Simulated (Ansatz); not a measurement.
# CdS: band gap under strain

How does strain move the band edges of wurtzite CdS, and do the functionals agree on it? States: +2.0 % strain along z alone; +3.0 % strain along z alone; +4.0 % strain along z alone.

The runs shown are made with Ansatz 0.2.0. PAW datasets, plane waves. Spin-unpolarised throughout; all numbers are computed.

## Step 1: Starting point

The unstrained cell was relaxed with r2SCAN; in each strained cell the atoms were relaxed again with r2SCAN. Names of k-points are those of the unstrained zone, where strain can split equivalent points. First state: +2.0 % strain along z alone.

The symmetry is P6_3mc (No. 186, hexagonal); conventional cell a = 4.165 Å, c = 6.901 Å, 25.91 Å³ an atom. Near Cd stand 4 S at 2.56–2.57 Å; near S stand 4 Cd at 2.56–2.57 Å.

The structure in full:

```
CELL_PARAMETERS angstrom
4.16460 0.00000 0.00000
-2.08230 3.60665 0.00000
0.00000 0.00000 6.90133
ATOMIC_POSITIONS crystal
Cd 0.33333 0.66667 0.00116
Cd 0.66667 0.33333 0.50116
S 0.33333 0.66667 0.37384
S 0.66667 0.33333 0.87384
```

From earlier runs on the unstrained cell: PBE 1.17 eV, r2SCAN 1.63 eV, HSE06 2.19 eV, r2SCAN+SOC 1.62 eV, G0W0 1.94 eV (on its mesh); a = 4.165 Å, c = 6.766 Å.

## Step 2: +2.0 % strain along z alone: PBE

Input file input.yaml:

```yaml
crystal:
  lattice:
    - [4.1646012827, 0.0, 0.0]
    - [-2.0823006414, 3.6066505075, 0.0]
    - [0.0, 0.0, 6.9013306998]
  atoms:
    - { symbol: Cd, position: [0.3333333333, 0.6666666667, 0.0011599658] }
    - { symbol: Cd, position: [0.6666666667, 0.3333333333, 0.5011599658] }
    - { symbol: S, position: [0.3333333333, 0.6666666667, 0.3738400342] }
    - { symbol: S, position: [0.6666666667, 0.3333333333, 0.8738400342] }
kpoints:
  mp_grid: { grid: [12, 12, 4] }
  band_path:
    path:
      - [0.0, 0.0, 0.0]
      - [0.5, 0.0, 0.0]
      - [0.3333333333, 0.3333333333, 0.0]
      - [0.0, 0.0, 0.5]
      - [0.5, 0.0, 0.5]
      - [0.3333333333, 0.3333333333, 0.5]
    npoints: 1
hamiltonian:
  xc: pbe
scf:
  occupations: { method: fermi_dirac, width: 0.02 }
  n_extra_bands: 5
output:
  forces: true
  stress: true
  eigenvalues: true
```

Command:

```bash
$ ansatz run input.yaml --threads 2 --pin off --max-ram 29491MiB --backend cpu --events-out ev --progress --plain --runs-dir out
```

The runs that follow: +2.0 % strain along z alone: r2SCAN; +2.0 % strain along z alone: HSE06; +2.0 % strain along z alone: r2SCAN+SOC; +2.0 % strain along z alone: r2SCAN; +2.0 % strain along z alone: G0W0@PBE; +3.0 % strain along z alone: PBE; +3.0 % strain along z alone: r2SCAN; +3.0 % strain along z alone: HSE06; +3.0 % strain along z alone: r2SCAN+SOC; +3.0 % strain along z alone: r2SCAN; +3.0 % strain along z alone: G0W0@PBE; +4.0 % strain along z alone: PBE; +4.0 % strain along z alone: r2SCAN; +4.0 % strain along z alone: HSE06; +4.0 % strain along z alone: r2SCAN+SOC; +4.0 % strain along z alone: r2SCAN; +4.0 % strain along z alone: G0W0@PBE.

**Question.** What will these runs give?

**Answer**, as computed:

Least gap in eV (negative: overlap), with the change from the unstrained cell in brackets. G0W0 is on its own coarse mesh.

```
                      state  volume change (%)           PBE        r2SCAN         HSE06          G0W0
+2.0 % strain along z alone               +2.0  1.09 (-0.08)  1.54 (-0.09)  2.10 (-0.09)  1.83 (-0.11)
+3.0 % strain along z alone               +3.0  1.05 (-0.12)  1.50 (-0.13)  2.05 (-0.14)  1.78 (-0.16)
+4.0 % strain along z alone               +4.0  1.00 (-0.17)  1.45 (-0.18)  2.00 (-0.19)  1.72 (-0.22)
```

In words: With HSE06, of the states in the table +4.0 % strain along z alone shifts the gap most, by -0.192 eV. PBE and HSE06 differ by 1.02 eV on the unstrained gap, and by at most 0.02 eV on its change: PBE follows the response to strain far better than the gap itself. G0W0 values are finite-basis, finite-mesh values.
